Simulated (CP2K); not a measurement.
Ag:

```
Ag
1.0
     2.86768    0.00000    0.00000
    -0.95589    2.70367    0.00000
    -0.95589   -1.35184    2.34145
Ag
1
Direct
  0.00000 0.00000 0.00000
```

This isn't the form of Ag at room conditions, which is fcc.

Base run:

| Property | Result |
| --- | --- |
| Program | CP2K 2026.2 |
| Functional | PBEsol |
| Potentials or basis | POTENTIAL_UZH Ag GTH-PBE-q11; TZVP-MOLOPT-PBE-GTH basis |
| Density cutoff | 6123 eV |
| k mesh | 11 × 11 × 11 |
| Occupations | gaussian, width 0.02 eV |
| Spin | no spin polarisation |

Its results: band gap on the k mesh none (metal or under the smearing width); pressure -6.9 GPa.

Q: The run is repeated on the same cell with these changes: functional from PBEsol to PBE; ngrids from 5 to 4. What comes out?

A: Band gap on the k mesh none (metal or under the smearing width); pressure -1.1 GPa.

Caveats: the basis of atomic orbitals isn't converged, which shifts pressures, moduli and gaps; the potentials were made for another functional, which shifts forces and pressure (some runs).
